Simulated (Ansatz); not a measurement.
**Ag: a tetragonal deformation path**

The task, for Ag: look for other minima along a tetragonal path.

Method: DFT PBE, scalar-relativistic, plane waves, PAW, in Ansatz 0.2.0.

## 1. The starting structure

The structure is cubic, space group Fm-3m (No. 225). The conventional cell has a = 4.086 Å, b = 4.086 Å, c = 4.086 Å, α = 90.00°, β = 90.00°, γ = 90.00°. Ag (site symmetry m-3m) is surrounded by 12 Ag at 2.89 Å.

Structure file:

```cif
data_structure
_symmetry_space_group_name_H-M 'P 1'
_symmetry_Int_Tables_number 1
_cell_length_a 2.8894
_cell_length_b 2.8894
_cell_length_c 2.8894
_cell_angle_alpha 60.000
_cell_angle_beta 60.000
_cell_angle_gamma 60.000
_cell_volume 17.06
loop_
_atom_site_label
_atom_site_type_symbol
_atom_site_fract_x
_atom_site_fract_y
_atom_site_fract_z
_atom_site_occupancy
Ag1 Ag 0.00000 0.00000 0.00000 1
```

The cell is taken as given, not relaxed at this level.

## 2. Zero of energy

Reference values: F = -7590.5460 eV; pressure 4.66 GPa; largest force 0.000 eV/Å; gap on the mesh none (metal). It was computed beforehand with the settings of the runs below.

## 3. The scan: a tetragonal deformation path

At fixed volume and fractional coordinates, lengths along (0.000, 0.000, 1.000) are scaled against those across it; ρ is that ratio over its starting value.

## 4. At ρ = 0.707

Contents of input.yaml:

```yaml
crystal:
  lattice:
    - [0.0, 2.2934176608, 1.6214462862]
    - [2.2934176608, 0.0, 1.6214462862]
    - [2.2934176608, 2.2934176608, 0.0]
  atoms:
    - { symbol: Ag, position: [0.0, 0.0, 0.0] }
basis:
  ecutwfc: 420
kpoints:
  mp_grid: { grid: [22, 22, 22] }
hamiltonian:
  xc: pbe
scf:
  occupations: { method: gaussian, width: 0.15 }
output:
  forces: true
  stress: true
  eigenvalues: true
```

Command:

```
ansatz run input.yaml --threads 1 --pin off --max-ram 2560MiB --backend cpu --events-out ev --progress --plain --runs-dir out
```

The session goes on with these runs: At ρ = 1.414; At ρ = 0.850; At ρ = 1.200; point ρ = 0.780; point ρ = 1.300; ρ = 0.920; At ρ = 1.100; ρ = 0.650; point ρ = 1.500; point ρ = 0.960; At ρ = 1.050.

**Question.** What will these runs give? Wanted: highest point.

The runs gave:

| quantity | value |
| --- | --- |
| highest point | 475.2 meV/atom at ρ = 1.500 |

In words: The undisturbed cell stays the lowest of the sampled points. No further minimum shows among the sampled points. At ρ = 0.707 the cell takes another symmetry, Im-3m, 39.4 meV/atom from the start at this fixed volume.
